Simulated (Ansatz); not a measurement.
# An F vacancy in rocksalt LiF, 63 atoms, charge +1

How high is the barrier for this jump? The start is relaxed, a band joins it to the far end, and PBEsol and HSE06 are the levels used.

Method: density functional theory in Ansatz 0.2.0, PAW datasets, plane waves.

### Step 1. The starting cell

63 atoms (31 F, 32 Li); a = 8.015 Å, b = 8.015 Å, c = 8.015 Å, α = 90.00°, β = 90.00°, γ = 90.00°. All atoms were shaken off their sites by about 0.02 Å along each axis. Defect site 1: (0.250, 0.500, 0.500).

The runs, in order: (2) PBEsol relaxation at the single k point (¼, ¼, ¼), on 1 × NVIDIA GB300 Max-Q with 8 threads of Arm Neoverse-V2; (3) HSE06 single point at the single k point (¼, ¼, ¼), on 1 × NVIDIA GB300 Max-Q with 8 threads of Arm Neoverse-V2; (4) PBEsol band at the single k point (¼, ¼, ¼), on 1 × NVIDIA GB300 Max-Q with 8 threads of Arm Neoverse-V2; (5) HSE06 single point at the single k point (¼, ¼, ¼), on 1 × NVIDIA GB300 Max-Q with 8 threads of Arm Neoverse-V2.

### Step 2. Relaxation of the positions (PBEsol)

in.yaml

```yaml
crystal:
  lattice:
    - [8.015185, 0.000000, 0.000000]
    - [0.000000, 8.015185, 0.000000]
    - [0.000000, 0.000000, 8.015185]
  atoms:
    - { symbol: F, position: [0.250728, 0.999179, 0.999558] }
    - { symbol: F, position: [0.248929, 0.001640, 0.500072] }
    - { symbol: F, position: [0.245806, 0.502308, 0.999003] }
    - { symbol: F, position: [0.750478, 0.000809, 0.996716] }
    - { symbol: F, position: [0.752116, 0.001719, 0.502354] }
    - { symbol: F, position: [0.750258, 0.499471, 0.999500] }
    - { symbol: F, position: [0.746082, 0.500812, 0.499492] }
    - { symbol: F, position: [0.999717, 0.253172, 0.001022] }
    - { symbol: F, position: [0.002611, 0.246665, 0.499198] }
    - { symbol: F, position: [0.999121, 0.751206, 0.998361] }
    - { symbol: F, position: [0.996191, 0.752809, 0.503799] }
    - { symbol: F, position: [0.499735, 0.248955, 0.998172] }
    - { symbol: F, position: [0.497339, 0.248078, 0.500589] }
    - { symbol: F, position: [0.496112, 0.748753, 0.997652] }
    - { symbol: F, position: [0.497687, 0.745032, 0.499343] }
    - { symbol: F, position: [0.002384, 0.997201, 0.246406] }
    - { symbol: F, position: [0.999734, 0.002651, 0.754761] }
    - { symbol: F, position: [0.003787, 0.497924, 0.245839] }
    - { symbol: F, position: [0.003666, 0.500094, 0.751975] }
    - { symbol: F, position: [0.502159, 0.997878, 0.250840] }
    - { symbol: F, position: [0.501169, 0.001470, 0.748700] }
    - { symbol: F, position: [0.496821, 0.502490, 0.254713] }
    - { symbol: F, position: [0.501589, 0.499896, 0.748671] }
    - { symbol: F, position: [0.250796, 0.248301, 0.252177] }
    - { symbol: F, position: [0.248641, 0.250357, 0.755465] }
    - { symbol: F, position: [0.252911, 0.746789, 0.248397] }
    - { symbol: F, position: [0.255598, 0.753225, 0.750332] }
    - { symbol: F, position: [0.748563, 0.250894, 0.250919] }
    - { symbol: F, position: [0.749701, 0.249215, 0.750060] }
    - { symbol: F, position: [0.748584, 0.745797, 0.252084] }
    - { symbol: F, position: [0.751176, 0.749790, 0.752417] }
    - { symbol: Li, position: [0.999168, 0.997932, 0.998975] }
    - { symbol: Li, position: [0.999517, 0.000114, 0.502069] }
    - { symbol: Li, position: [0.003408, 0.502451, 0.997770] }
    - { symbol: Li, position: [0.997846, 0.499050, 0.501632] }
    - { symbol: Li, position: [0.500332, 0.996985, 0.001016] }
    - { symbol: Li, position: [0.499810, 0.998899, 0.499721] }
    - { symbol: Li, position: [0.500242, 0.503140, 0.999685] }
    - { symbol: Li, position: [0.497441, 0.496988, 0.499257] }
    - { symbol: Li, position: [0.246341, 0.248440, 0.999559] }
    - { symbol: Li, position: [0.252093, 0.248658, 0.498292] }
    - { symbol: Li, position: [0.247852, 0.752713, 0.004852] }
    - { symbol: Li, position: [0.250856, 0.749574, 0.500411] }
    - { symbol: Li, position: [0.749026, 0.248597, 0.000333] }
    - { symbol: Li, position: [0.751725, 0.251800, 0.499775] }
    - { symbol: Li, position: [0.749949, 0.751617, 0.997661] }
    - { symbol: Li, position: [0.747276, 0.748643, 0.499160] }
    - { symbol: Li, position: [0.254053, 0.998319, 0.252231] }
    - { symbol: Li, position: [0.248156, 0.999269, 0.751321] }
    - { symbol: Li, position: [0.248852, 0.497828, 0.251702] }
    - { symbol: Li, position: [0.250777, 0.500393, 0.751958] }
    - { symbol: Li, position: [0.751345, 0.000619, 0.249017] }
    - { symbol: Li, position: [0.750979, 0.003204, 0.754121] }
    - { symbol: Li, position: [0.751253, 0.500517, 0.252058] }
    - { symbol: Li, position: [0.749273, 0.498730, 0.750987] }
    - { symbol: Li, position: [0.000517, 0.250848, 0.251840] }
    - { symbol: Li, position: [0.002850, 0.248768, 0.747495] }
    - { symbol: Li, position: [0.998430, 0.748008, 0.251635] }
    - { symbol: Li, position: [0.001659, 0.747267, 0.751068] }
    - { symbol: Li, position: [0.504123, 0.246868, 0.248052] }
    - { symbol: Li, position: [0.501707, 0.249509, 0.751054] }
    - { symbol: Li, position: [0.502690, 0.745971, 0.253670] }
    - { symbol: Li, position: [0.496935, 0.751376, 0.747815] }
  symmetry: { detect: false }
kpoints:
  mp_grid: { grid: [1, 1, 1], shift: [0.25, 0.25, 0.25] }
hamiltonian:
  xc: pbesol
total_charge: 1
scf:
  occupations: { method: fermi_dirac, width: 0.01 }
relax:
  f_tol: 0.03
  max_steps: 80
  escape_saddle: false
  adjacent_minimum: "off"
output:
  forces: true
  eigenvalues: true
  populations: true
  charged_corrections: { epsilon: 9 }
```

Started as:

```bash
$ ansatz run in.yaml --threads 8 --pin off --max-ram 118750MiB --runs-dir r --events-out ev --progress --plain --backend cuda --devices 0,
```

The runs that follow: HSE06 single point; The band; HSE06 single point.

**Question.** What will these runs give? Wanted: for each run, top filled to lowest empty.

As calculated:

```
                   level         time  top filled to lowest empty (eV)
      PBEsol, relaxation  3.3 s (GPU)                             7.41
                   HSE06  9.1 s (GPU)                             9.56
HSE06, at the band's top  8.8 s (GPU)                             9.84
```

| quantity | value |
| --- | --- |
| relaxation | 4 recorded steps, 1.37 eV gained |
| largest shift | 0.21 Å (Li39) |
| barrier forwards, backwards | 0.80, 0.80 eV |
| jump | F by 2.70 Å |
| band iterations | 5 |
| top less start by HSE06 | 0.80 eV |

**In words.** The relaxation lowers the energy by 1.37 eV; the largest shift is 0.21 Å (Li39). The PBEsol barrier is 0.80 eV forwards and 0.80 eV back, about 31 times kT at 300 K, without charge corrections. The cell's size and k points aren't converged for it. The top is a first-order saddle. On the same two geometries HSE06 gives 0.80 eV. At the same k points, PBEsol gives a spacing 2.15 eV smaller than the 9.56 eV of HSE06. In a defect cell this spacing can involve defect levels, so it need not be the gap.
